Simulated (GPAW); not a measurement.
# GaN (P6_3mc) in GPAW: single point with TB-mBJ

Aim: the single point of GaN with TB-mBJ.

All numbers are computed with GPAW 26.7.0; they aren't measurements. Logs are shortened: lines on timing, memory, paths and dates and some standing lists are left out, and cuts for length are marked. The log counts tension as positive stress, the text compression.

**The experiment to reproduce.**

“Studying electronic properties in GaN without electrical contacts using γ-γ vs e−-γ Perturbed Angular Correlations”, 2019, pmc:6823545 quotes, for a bulk crystal of GaN: band gap 3.503 ± 0.005 eV (direct).

The results are compared with them further down.

## (1) The structure

The structure is hexagonal, space group P6_3mc (No. 186). The conventional cell has a = 3.180 Å, b = 3.180 Å, c = 5.166 Å, α = 90.00°, β = 90.00°, γ = 120.00°. Ga (site symmetry 3m) has 4 N at 1.94 to 1.95 Å as nearest neighbours. N (site symmetry 3m) is surrounded by 4 Ga at 1.94 to 1.95 Å.

## (2) Single point, TB-mBJ

run.py

```python
from ase import Atoms
from ase.dft.bandgap import bandgap
from ase.io import write
from gpaw import GPAW, PW

atoms = Atoms(['Ga', 'Ga', 'N', 'N'],
              cell=[[3.18, 0.0, 0.0],
                    [-1.59, 2.753960784, 0.0],
                    [0.0, 0.0, 5.166]],
              scaled_positions=[[0.6666666667, 0.3333333333, 0.5],
                                [0.3333333333, 0.6666666667, 0.0],
                                [0.6666666667, 0.3333333333, 0.875],
                                [0.3333333333, 0.6666666667, 0.375]],
              pbc=True)

calc = GPAW(mode=PW(800),
            xc='TB09',
            kpts={'size': (8, 8, 4), 'gamma': True},
            occupations={'name': 'fermi-dirac', 'width': 0.05},
            nbands=18,
            convergence={'density': 1e-05, 'energy': 1e-05},
            eigensolver='cg',
            maxiter=150,
            txt='gpaw.txt')
atoms.calc = calc
energy = atoms.get_potential_energy()
calc.write('gs.gpw')
write('result.traj', atoms)
print('Fermi level:', round(calc.get_fermi_level(), 4), 'eV')
print(f'Gap: {bandgap(calc)[0]:.4f} eV, direct: {bandgap(calc, direct=True)[0]:.4f} eV')
```

Potentials or basis: GPAW PAW data sets for LDA (gpaw-data 1.2.1), pw.

Started as:

```
$ OMP_NUM_THREADS=1 python run.py
```

gpaw.txt:

```text
___ ___ ___ _ _ _
 |   |   |_  | | | |
 | | | | | . | | | |
 |__ |  _|___|_____|  26.7.0
 |___|_|

Input parameters:
  convergence: {density: 1e-05,
                energy: 1e-05}
  eigensolver: cg
  kpts: {gamma: True,
         size: (8, 8, 4)}
  maxiter: 150
  mode: {ecut: 800.0,
         name: pw}
  nbands: 18
  occupations: {name: fermi-dirac,
                width: 0.05}
  xc: TB09

System changes: positions, numbers, cell, pbc, initial_charges, initial_magmoms

Initialize ...

species:
  Ga:
    name:    Gallium
    Z:       31.0
    valence: 3
    core:    28
    charge:  0.0  # [|e|]
    compensation charges:
      type: gauss
      rc: 0.37  # [Å]
      lmax: 2
    cutoffs:
      filter: 2.06  # [Å]
      core: 4.17  # [Å]
    projectors
    | kind |    occ | energy [eV] | rcut [Å] |
    |------|--------|-------------|----------|
    |   4s |  2.000 |      -9.167 |    1.164 |
    |   4p |  1.000 |      -2.734 |    1.164 |
    |    s |        |      18.045 |    1.164 |
    |    p |        |      24.478 |    1.164 |
    |    d |        |       0.000 |    1.164 |

    Using partial waves for Ga as LCAO basis

  N:
    name:    Nitrogen
    Z:       7.0
    valence: 5
    core:    2
    charge:  0.0  # [|e|]
    compensation charges:
      type: gauss
      rc: 0.18  # [Å]
      lmax: 2
    cutoffs:
      filter: 1.11  # [Å]
      core: 0.96  # [Å]
    projectors
    | kind |    occ | energy [eV] | rcut [Å] |
    |------|--------|-------------|----------|
    |   2s |  2.000 |     -18.420 |    0.603 |
    |   2p |  3.000 |      -7.237 |    0.529 |
    |    s |        |       8.791 |    0.603 |
    |    p |        |      19.974 |    0.529 |
    |    d |        |       0.000 |    0.577 |

    Using partial waves for N as LCAO basis

Reference energy: -108557.861093  # eV

Spin-paired calculation

Convergence criteria:
 Maximum [total energy] change in last 3 cyles: 1e-05 eV / valence electron
 Maximum integral of absolute [dens]ity change: 1e-05 electrons / valence electron
 Maximum integral of absolute [eigenst]ate change: 4e-08 eV^2 / valence electron
 Maximum number of scf [iter]ations: 150
 (Square brackets indicate name in SCF output, whereas a 'c' in
 the SCF output indicates the quantity has converged.)

Symmetries present (total): 6

  ( 1  1  0)  ( 1  0  0)  ( 0  1  0)  ( 0 -1  0)  (-1  0  0)  (-1 -1  0)
  ( 0 -1  0)  ( 0  1  0)  (-1 -1  0)  (-1  0  0)  ( 1  1  0)  ( 1  0  0)
  ( 0  0  1)  ( 0  0  1)  ( 0  0  1)  ( 0  0  1)  ( 0  0  1)  ( 0  0  1)

256 k-points: 8 x 8 x 4 Monkhorst-Pack grid + [1/16,1/16,1/8]
35 k-points in the irreducible part of the Brillouin zone
       k-points in crystal coordinates                weights
   0:     0.00000000    0.00000000    0.00000000          1/256
   1:     0.00000000    0.00000000    0.25000000          2/256
   2:     0.00000000    0.00000000    0.50000000          1/256
   3:     0.12500000    0.00000000   -0.25000000          6/256
   4:     0.12500000    0.00000000    0.00000000          6/256
   5:     0.12500000    0.00000000    0.25000000          6/256
   6:     0.12500000    0.00000000    0.50000000          6/256
   7:     0.25000000   -0.12500000    0.00000000          6/256
   8:     0.25000000   -0.12500000    0.25000000         12/256
   9:     0.25000000   -0.12500000    0.50000000          6/256
          ...
  34:     0.50000000    0.50000000    0.50000000          3/256

Wave functions: Plane wave expansion
  Cutoff energy: 800.000 eV
  Number of coefficients (min, max): 2304, 2352
  Pulay-stress correction: 0.000000 eV/Ang^3 (de/decut=0.000000)
  Using FFTW library
  ScaLapack parameters: grid=1x1, blocksize=None
  Wavefunction extrapolation:
    Improved wavefunction reuse through dual PAW basis

Occupation numbers: Fermi-Dirac:
  width: 0.0500  # eV

Eigensolver
   CG(niter=4, rtol=3.0e-01)

Densities:
  Coarse grid: 21*21*35 grid
  Fine grid: 42*42*70 grid
  Total Charge: 0.000000

Density mixing:
  Method: separate
  Backend: msr1
  Linear mixing parameter: 0.05
  old densities: 10
  Width of damping distribution: 1.1
  Damping of long wavelength oscillations: 20

Hamiltonian:
  XC and Coulomb potentials evaluated on a 42*42*70 grid
  Using the TB09 Exchange-Correlation functional
  External potential:
    NoExternalPotential

XC parameters: TB09 with 2 nearest neighbor stencil

Number of atoms: 4
Number of atomic orbitals: 16
Number of bands in calculation: 18
Number of valence electrons: 16
Bands to converge: occupied

... initialized

Initializing position-dependent things.

Density initialized from atomic densities
Creating initial wave functions:
  16 bands from LCAO basis set
  2 bands from random numbers

           N

           Ga
        N

        Ga

Atomic positions and initial magnetic moments

Positions:
   0 Ga     1.590000    0.917987    2.583000    ( 0.0000,  0.0000,  0.0000)
   1 Ga    -0.000000    1.835974    0.000000    ( 0.0000,  0.0000,  0.0000)
   2 N      1.590000    0.917987    4.520250    ( 0.0000,  0.0000,  0.0000)
   3 N     -0.000000    1.835974    1.937250    ( 0.0000,  0.0000,  0.0000)

Unit cell:
           periodic     x           y           z      points  spacing
  1. axis:    yes    3.180000    0.000000    0.000000    21     0.1311
  2. axis:    yes   -1.590000    2.753961    0.000000    21     0.1311
  3. axis:    yes    0.000000    0.000000    5.166000    35     0.1476

  Lengths:   3.180000   3.180000   5.166000
  Angles:   90.000000  90.000000 120.000000

Effective grid spacing dv^(1/3) = 0.1431

iter:   1  4262.852452
iter:   2  4282.716081   +1.48  -0.37
iter:   3  4275.157162   +1.05  -0.95
iter:   4  4282.850475   +0.24  -0.87
iter:   5  4285.132542   -0.20  -0.85
iter:   6  4290.922991   -0.23  -0.87
iter:   7  4298.676220   -0.05  -1.19
iter:   8  4300.402655   -0.66  -1.35
iter:   9  4301.139365   -1.43  -1.37
iter:  10  4297.885072   -1.22  -1.38
iter:  11  4297.858102   -1.41  -2.07
[... 18 lines left out ...]
iter:  30  4296.315321   -4.35  -3.53
iter:  31  4296.287691   -4.56  -3.36
iter:  32  4296.307648   -4.68  -3.44
iter:  33  4296.292028   -4.92  -3.56
iter:  34  4296.305818   -5.05  -3.61
iter:  35  4296.298054   -5.27  -3.72
iter:  36  4296.301517   -5.65  -3.93
iter:  37  4296.299907   -6.12  -4.18
iter:  38  4296.300609   -6.55  -4.38
iter:  39  4296.300521   -7.09  -4.70
iter:  40  4296.300593c  -7.64c -4.97
iter:  41  4296.300623c  -8.21c -5.26c

Converged after 41 iterations.

Dipole moment: (-0.000022, 0.000012, 1.114065) |e|*Ang

Energy contributions relative to reference atoms: (reference = -108557.861093)

Kinetic:        +33.459094
Potential:      -22.499246
External:        +0.000000
XC:            +4285.261081
Entropy (-ST):   -0.000000
Local:           +0.079695
SIC:             +0.000000
--------------------------
Free energy:   +4296.300623
Extrapolated:  +4296.300623

Showing only first 2 kpts
 Kpt  Band  Eigenvalues  Occupancy
  0     6      6.96938    2.00000
  0     7      6.96939    2.00000
  0     8     10.46483    0.00000
  0     9     12.90898    0.00000

  1     6      6.82378    2.00000
  1     7      6.82379    2.00000
  1     8     11.51940    0.00000
  1     9     13.00655    0.00000

Fermi level: 8.37776

Gap: 3.495 eV
Transition (v -> c):
  (s=0, k=0, n=7, [0.00, 0.00, 0.00]) -> (s=0, k=0, n=8, [0.00, 0.00, 0.00])
No difference between direct/indirect transitions
Writing to gs.gpw (mode='')
```

Wall time 4.9 min (1 thread of Intel Xeon at 2.50GHz (Skylake/Cascade Lake), shared host); peak memory 0.25 GiB.

Results:

```yaml
Band_gap_on_the_k_mesh: 3.50 eV, direct
```

Caveat: a model potential gives levels but no total energy; the PAW data sets were made with another functional, which shifts forces and pressure a little.

## (3) The reference run

An earlier run on the cell as given: functional PBEsol; potentials or basis PAW data sets generated in the run's folder for this functional; cutoff 800 eV; basis pw; k mesh 10 × 10 × 5; occupations fermi-dirac, width 0.05 eV; no spin polarisation.

* Pressure: 9.3 GPa
* Largest force: 0.177 eV/Å
* Band gap on the k mesh: 2.03 eV, direct

## (4) Against experiment

Step 2. A measured gap of GaN is 3.503 eV (direct; quoted in “Studying electronic properties in GaN without electrical contacts using γ-γ vs e−-γ Perturbed Angular Correlations”, 2019, pmc:6823545); the calculated 3.50 eV misses it by -0.01 eV. Spin-orbit coupling on Ga is left out. The value is that of TB-mBJ, without temperature or zero-point motion.
